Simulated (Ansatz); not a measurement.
# C: the cost of one run

Method: DFT PBE+D3(BJ), scalar-relativistic, plane waves, PAW, in Ansatz 0.2.0.

7 further runs of the same task are left out: 7 set aside as unsound or not needed. Runs told in other sessions of the task aren't counted.

## Step 1: The structure to begin with

The structure is monoclinic, space group C2/m (No. 12). The conventional cell has a = 2.466 Å, b = 4.271 Å, c = 17.500 Å, α = 90.00°, β = 90.00°, γ = 90.00°. Around C (site symmetry 1) lie 3 C at 1.42 Å.

As a file:

```xyz
4
Lattice="2.4657 0.0000 0.0000 -1.2328 2.1353 0.0000 0.0000 0.0000 17.5001" Properties=species:S:1:pos:R:3 pbc="T T T"
C     1.2328    0.7118    4.5000
C     0.0000    1.4235    4.5000
C     2.0547    0.7118    7.2101
C     3.2875    0.0000    7.2100
```

This is the geometry of the first run shown, built on a cell relaxed beforehand with the same method.

## Step 2: Plan of the line

Atoms count from 1 in the order of the input.

The upper layer of a bilayer is slid along a line and lifted, both layers rigid.

The axes are (1) slide of the upper layer along the first surface vector, from C3 above C1: 6 values from 0.00 to 2.05 Å, periodic; (2) distance between the facing planes of atoms: 6 values from 2.71 to 4.51 Å.

Nothing else is relaxed. Energies count from the two layers apart. Points are written as (first, second).

## Step 3: Point (0.82 Å, 2.71 Å)

A dipole layer in the vacuum cancels the field that periodic copies would set up if the slab's two faces differ.

input.yaml

```yaml
crystal:
  lattice:
    - [2.4656524409, 0.0, 0.0]
    - [-1.2328262205, 2.1353176507, 0.0]
    - [0.0, 0.0, 17.5000663885]
  atoms:
    - { symbol: C, position: [0.6666666667, 0.3333333333, 0.2571437784] }
    - { symbol: C, position: [0.3333333333, 0.6666666667, 0.2571418816] }
    - { symbol: C, position: [1.0, 0.3333333333, 0.4120022306] }
    - { symbol: C, position: [1.3333333333, 0.0, 0.4120003338] }
basis:
  ecutwfc: 420
kpoints:
  mp_grid: { grid: [15, 15, 1] }
hamiltonian:
  xc: pbe
  pseudopotentials: { kind: paw, azcp: { folder: soft_1 } }
  dispersion: d3bj
scf:
  occupations: { method: gaussian, width: 0.1 }
output:
  forces: true
  eigenvalues: true
efield:
  axis: 3
  dipole_correction: true
  ramp_width: 0.04
```

The run is started by

```sh
$ ansatz run input.yaml --threads 1 --pin off --max-ram 3072MiB --backend cpu --events-out ev --progress --plain --runs-dir out
```

What time and memory should one allow on 1 thread of Arm Neoverse V2, shared host?

About 7.9 s, with a peak of 0.35 GiB.
